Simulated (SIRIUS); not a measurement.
# AlNi3 (Pm-3m) in SIRIUS: reference runs

Aim: a first look at AlNi3 with PBEsol, on the cell as given.

All numbers are computed with SIRIUS 7.10.0; they aren't measurements. Logs are shortened: lines on timing, memory, paths and dates and some standing lists are left out, and cuts for length are marked. The log counts tension as positive stress, the text compression.

### 1 The crystal as given

Symmetry: Pm-3m, No. 221, cubic system. The conventional cell has a = 3.523 Å, b = 3.523 Å, c = 3.523 Å, α = 90.00°, β = 90.00°, γ = 90.00°. Around Ni (site symmetry 4/mmm) lie 8 Ni at 2.49 Å and 4 Al at 2.49 Å. Around Al (site symmetry m-3m) lie 12 Ni at 2.49 Å.

The cell is a database's computed one.

### 2 Single point, PBEsol, collinear spin, ferromagnetic start

Contents of sirius.json:

```json
{
  "control": {
    "processing_unit": "cpu",
    "verbosity": 2,
    "num_bands_to_print": 40,
    "print_forces": true,
    "print_stress": true
  },
  "parameters": {
    "electronic_structure_method": "pseudopotential",
    "xc_functionals": ["XC_GGA_X_PBE_SOL", "XC_GGA_C_PBE_SOL"],
    "gk_cutoff": 9.9,
    "pw_cutoff": 19.8,
    "ngridk": [8, 8, 8],
    "shiftk": [0, 0, 0],
    "smearing": "fermi_dirac",
    "smearing_width": 0.0018374661,
    "num_bands": 40,
    "num_mag_dims": 1,
    "num_dft_iter": 100,
    "energy_tol": 1e-08,
    "density_tol": 1e-06
  },
  "iterative_solver": {
    "type": "davidson",
    "min_tolerance": 1e-09,
    "tolerance_scale": [0.1, 0.25]
  },
  "mixer": {
    "type": "anderson",
    "beta": 0.5,
    "max_history": 8
  },
  "settings": {
    "tol_ne": 1e-10,
    "pseudo_grid_cutoff": 6.5,
    "smooth_initial_mag": true
  },
  "unit_cell": {
    "lattice_vectors": [
      [6.657608555531, 0.0, 0.0],
      [0.0, 6.657608555531, 0.0],
      [0.0, 0.0, 6.657608555531]
    ],
    "atom_coordinate_units": "lattice",
    "atom_types": ["Ni", "Al"],
    "atom_files": {
      "Al": "Al.json",
      "Ni": "Ni.json"
    },
    "atoms": {
      "Ni": [
        [0.5, 0.5, 0.0, 0.0, 0.0, 1.0],
        [0.5, 0.0, 0.5, 0.0, 0.0, 1.0],
        [0.0, 0.5, 0.5, 0.0, 0.0, 1.0]
      ],
      "Al": [
        [0.0, 0.0, 0.0, 0.0, 0.0, 0.0]
      ]
    }
  }
}
```

Potentials or basis: PseudoDojo 0.4.1 PBEsol standard (scalar relativistic).

On the command line:

```console
upf_to_json Al.upf
upf_to_json Ni.upf
OMP_NUM_THREADS=1 sirius.scf --input=sirius.json --output=out.json --task=0
```

What it wrote:

```text
[info] SIRIUS version : 7.10.0
[info] number of MPI ranks           : 1
[info] MPI grid                      : 1 1
[info] maximum number of OMP threads : 1
[fft] FFT context for density and potential
[fft] =====================================
[fft]   comm size                             : 1
[fft]   plane wave cutoff                     : 19.8
[fft]   grid size                             : 45 45 45   total : 91125
[fft]   grid limits                           : -22 22   -22 22   -22 22
[fft]   number of G-vectors within the cutoff : 19321
[fft]   local number of G-vectors             : 19321
[fft]   number of G-shells                    : 1028
[fft] FFT context for coarse grid
[fft] =====================================
[fft]   comm size                             : 1
[fft]   plane wave cutoff                     : 19.8
[fft]   grid size                             : 45 45 45   total : 91125
[fft]   grid limits                           : -22 22   -22 22   -22 22
[fft]   number of G-vectors within the cutoff : 19321
[fft]   local number of G-vectors             : 19321
[fft]   number of G-shells                    : 1028
[unit cell] lattice vectors
[unit cell]   a1 :       6.6576085555      0.0000000000      0.0000000000
[unit cell]   a2 :       0.0000000000      6.6576085555      0.0000000000
[unit cell]   a3 :       0.0000000000      0.0000000000      6.6576085555
[unit cell] reciprocal lattice vectors
[unit cell]   b1 :       0.9437600987      0.0000000000      0.0000000000
[unit cell]   b2 :       0.0000000000      0.9437600987      0.0000000000
[unit cell]   b3 :       0.0000000000      0.0000000000      0.9437600987
[unit cell] unit cell volume :       295.09018839 [a.u.^3]
[unit cell] 1/sqrt(omega)    :         0.05821335
[unit cell] MT volume        :         0.00000000 ( 0.00%)
[unit cell] IT volume        :       295.09018839 (100.00%)
[unit cell] number of atom types : 2
[unit cell] type id : 0 symbol : Ni mt_radius :  13.550000 num_atoms : 3
[unit cell] type id : 1 symbol : Al mt_radius :  18.750000 num_atoms : 1
[unit cell] total number of atoms : 4
[unit cell] number of symmetry classes : 2
[unit cell] number of PAW atoms : 0
[unit cell] atom id  type id  class id             position                      vector_field
[unit cell] ------------------------------------------------------------------------------------------
[unit cell]      0        0        0      0.50000   0.50000   0.00000      0.00000   0.00000   1.00000
[unit cell]      1        0        0      0.50000   0.00000   0.50000      0.00000   0.00000   1.00000
[unit cell]      2        0        0      0.00000   0.50000   0.50000      0.00000   0.00000   1.00000
[unit cell]      3        1        1      0.00000   0.00000   0.00000      0.00000   0.00000   0.00000
[unit cell] atom id         position (Cartesian, a.u.)
[unit cell] ---------------------------------------------
[unit cell]      0       3.328804    3.328804    0.000000
[unit cell]      1       3.328804    0.000000    3.328804
[unit cell]      2       0.000000    3.328804    3.328804
[unit cell]      3       0.000000    0.000000    0.000000
[unit cell] class id : 0 atom id : 0 1 2
[unit cell] class id : 1 atom id : 3
[unit cell] minimum bond length:     4.707640
[unit cell] total number of pseudo wave-functions: 34
[sym] space group number   : 221
[sym] international symbol : Pm-3m
[sym] Hall symbol          : -P 4 2 3
[sym] space group transformation matrix :
[sym]   1.0000  0.0000  0.0000
[... 360 lines left out ...]
[diagonalize]            -3.159461   -3.159461   -3.159461   -1.712068   -1.711883   -1.711883   -1.710951   -1.707503   -1.707503   -1.707326   -1.704410   -1.704178    0.399539    0.458352    0.458352    0.467319    0.523273    0.523278    0.523278    0.542639    0.542639    0.543705    0.559977    0.574963    0.574963    0.578270    0.582394    0.592260    0.611730    0.621625    0.621625    0.760033    0.780166    0.780166    0.793992    1.205040    1.271512    1.324224    1.324224    1.345033
[diagonalize] ik:   34   -3.169322   -3.169322   -3.169322   -1.723194   -1.721848   -1.721848   -1.721848   -1.717154   -1.717154   -1.717154   -1.716275   -1.716275    0.397548    0.458026    0.458026    0.458026    0.531029    0.531029    0.531029    0.531994    0.531994    0.531994    0.562095    0.562095    0.562095    0.570771    0.570771    0.598738    0.601698    0.601698    0.601698    0.743487    0.762434    0.762434    0.762434    1.289261    1.289261    1.352186    1.352186    1.352186
[diagonalize]            -3.159461   -3.159461   -3.159461   -1.712067   -1.712067   -1.712067   -1.711188   -1.707326   -1.707326   -1.707326   -1.704178   -1.704178    0.399388    0.465243    0.465243    0.465243    0.530776    0.530776    0.530776    0.541347    0.541347    0.541347    0.568183    0.568183    0.568183    0.577673    0.577673    0.598265    0.614492    0.614492    0.614492    0.747149    0.769366    0.769366    0.769366    1.288171    1.288171    1.351045    1.351045    1.351045
[find] Charges and magnetic moments
[find] --------------------------------------------------------------------------------
[find] atom                moment                |moment|
[find] --------------------------------------------------------------------------------
[find]    0 [  0.00000,   0.00000,   0.24766]    0.247664
[find]    1 [  0.00000,   0.00000,   0.24766]    0.247664
[find]    2 [  0.00000,   0.00000,   0.24766]    0.247664
[... 9 lines left out ...]
[find] <rho|V^{H}>                    :     334.01700674
[find] one-electron contribution      :    -299.20657632 (Ha),    -598.41315265 (Ry)
[find] hartree contribution           :     167.00850337
[find] xc contribution                :     -64.87975225
[find] ewald contribution             :    -308.25991245
[find] PAW contribution               :       0.00000000
[find] smearing (-TS)                 :      -0.00112100
[find] SCF correction                 :       0.00000702
[find] Total energy                   :    -505.33773063 (Ha),   -1010.67546125 (Ry)
[find] Free energy (E-TS)             :    -505.33885163 (Ha),   -1010.67770326 (Ry)
[find] band gap (eV)                  :       0.00000000
[find] Efermi                         :       0.61018680
[find] iteration : 14, RMS : 8.814278010187e-08, energy difference : 2.256570041936e-09
[find] Hartree energy of density residual : 1.100498619469e-13
[find] bands are converged : true
[find] iterative solver converged : true
[find] converged after 15 SCF iterations!
[find] Charges and magnetic moments
[find] --------------------------------------------------------------------------------
[find] atom                moment                |moment|
[find] --------------------------------------------------------------------------------
[find]    0 [  0.00000,   0.00000,   0.24766]    0.247664
[find]    1 [  0.00000,   0.00000,   0.24766]    0.247664
[find]    2 [  0.00000,   0.00000,   0.24766]    0.247664
[find]    3 [  0.00000,   0.00000,  -0.01643]    0.016429
[find] total charge          : 57.000000
[find] total moment          : [  0.00000,   0.00000,   0.67553], magnitude : 0.675527
[find] Energy
[find] --------------------------------------------------------------------------------
[find] valence_eval_sum               :     -32.65528648
[find] <rho|V^{XC}>                   :     -67.46023010
[find] <rho|E^{XC}>                   :     -64.87975225
[find] <mag|B^{XC}>                   :      -0.00548679
[find] <rho|V^{H}>                    :     334.01700674
[find] one-electron contribution      :    -299.20657632 (Ha),    -598.41315265 (Ry)
[find] hartree contribution           :     167.00850337
[find] xc contribution                :     -64.87975225
[find] ewald contribution             :    -308.25991245
[find] PAW contribution               :       0.00000000
[find] smearing (-TS)                 :      -0.00112100
[find] SCF correction                 :       0.00000702
[find] Total energy                   :    -505.33773063 (Ha),   -1010.67546125 (Ry)
[find] Free energy (E-TS)             :    -505.33885163 (Ha),   -1010.67770326 (Ry)
[find] band gap (eV)                  :       0.00000000
[find] Efermi                         :       0.61018680
[ground_state] === stress tensor components [kbar] ===
[ground_state] === stress_kin ===
[ground_state] -157910.488575    0.000000    0.000000
[ground_state]     0.000000-157910.488575    0.000000
[ground_state]     0.000000    0.000000-157910.488575
[ground_state] === stress_har ===
[ground_state] -55503.473835    0.000000    0.000000
[ground_state]     0.000000-55503.473835   -0.000000
[ground_state]     0.000000   -0.000000-55503.473835
[ground_state] === stress_ewald ===
[ground_state] 102446.855338    0.000000    0.000000
[ground_state]     0.000000102446.855338   -0.000000
[ground_state]     0.000000   -0.000000102446.855338
[ground_state] === stress_vloc ===
[ground_state] 31156.501443    0.000000    0.000000
[ground_state]     0.00000031156.501443   -0.000000
[ground_state]     0.000000   -0.00000031156.501443
[ground_state] === stress_xc ===
[ground_state]  2911.509638   -0.000000   -0.000000
[ground_state]    -0.000000 2911.509638    0.000000
[ground_state]    -0.000000    0.000000 2911.509638
[ground_state] === stress_core ===
[ground_state] 16164.664169    0.000000    0.000000
[ground_state]     0.00000016164.664169    0.000000
[ground_state]     0.000000    0.00000016164.664169
[ground_state] === stress_nonloc ===
[ground_state] 60740.247967    0.000000    0.000000
[ground_state]     0.00000060740.247967    0.000000
[ground_state]     0.000000    0.00000060740.247967
[ground_state] === stress_us_nl ===
[ground_state] 60740.247967    0.000000    0.000000
[ground_state]     0.00000060740.247967    0.000000
[ground_state]     0.000000    0.00000060740.247967
[ground_state] === stress_total ===
[ground_state]     5.816145    0.000000    0.000000
[ground_state]     0.000000    5.816145    0.000000
[ground_state]     0.000000    0.000000    5.816145
[ground_state] ==== total Forces in Ha/bohr =====
[ground_state] atom:    0, force:       0.0000000      0.0000000      0.0000000
[ground_state] atom:    1, force:       0.0000000      0.0000000      0.0000000
[ground_state] atom:    2, force:       0.0000000      0.0000000      0.0000000
[ground_state] atom:    3, force:       0.0000000      0.0000000      0.0000000
[ground_state] ==== ultrasoft contribution from Qij =====
[ground_state] atom:    0, force:       0.0000000      0.0000000      0.0000000
[ground_state] atom:    1, force:       0.0000000      0.0000000      0.0000000
[ground_state] atom:    2, force:       0.0000000      0.0000000      0.0000000
[ground_state] atom:    3, force:       0.0000000      0.0000000      0.0000000
[ground_state] ==== non-local contribution from Beta-projector =====
[ground_state] atom:    0, force:       0.0000000      0.0000000      0.0000000
[ground_state] atom:    1, force:       0.0000000      0.0000000      0.0000000
[ground_state] atom:    2, force:       0.0000000      0.0000000      0.0000000
[ground_state] atom:    3, force:       0.0000000      0.0000000      0.0000000
[ground_state] ==== contribution from local potential =====
[ground_state] atom:    0, force:       0.0000000      0.0000000      0.0000000
[ground_state] atom:    1, force:       0.0000000      0.0000000      0.0000000
[ground_state] atom:    2, force:       0.0000000      0.0000000      0.0000000
[ground_state] atom:    3, force:       0.0000000      0.0000000      0.0000000
[ground_state] ==== contribution from core density =====
[ground_state] atom:    0, force:       0.0000000      0.0000000      0.0000000
[ground_state] atom:    1, force:       0.0000000      0.0000000      0.0000000
[ground_state] atom:    2, force:       0.0000000      0.0000000      0.0000000
[ground_state] atom:    3, force:       0.0000000      0.0000000      0.0000000
[ground_state] ==== Ewald forces from ions =====
[ground_state] atom:    0, force:       0.0000000      0.0000000      0.0000000
[ground_state] atom:    1, force:       0.0000000      0.0000000      0.0000000
[ground_state] atom:    2, force:       0.0000000      0.0000000      0.0000000
[ground_state] atom:    3, force:       0.0000000      0.0000000      0.0000000
[~DFT_ground_state] local op. applied: 92462
[~DFT_ground_state] evp. work count: 9428.39
[~DFT_ground_state] number of iterative solver steps: 3164
```

Wall time 9.8 min (1 thread of Arm Neoverse V2, shared host); peak memory 0.74 GiB.

What came out:

```yaml
Free_energy: -13750.9707 eV
Pressure: -0.6 GPa
Band_gap_on_the_k_mesh: none (metal or under the smearing width)
Net_moment: 0.68 μB per cell
Absolute_moment: 0.83 μB per cell
```
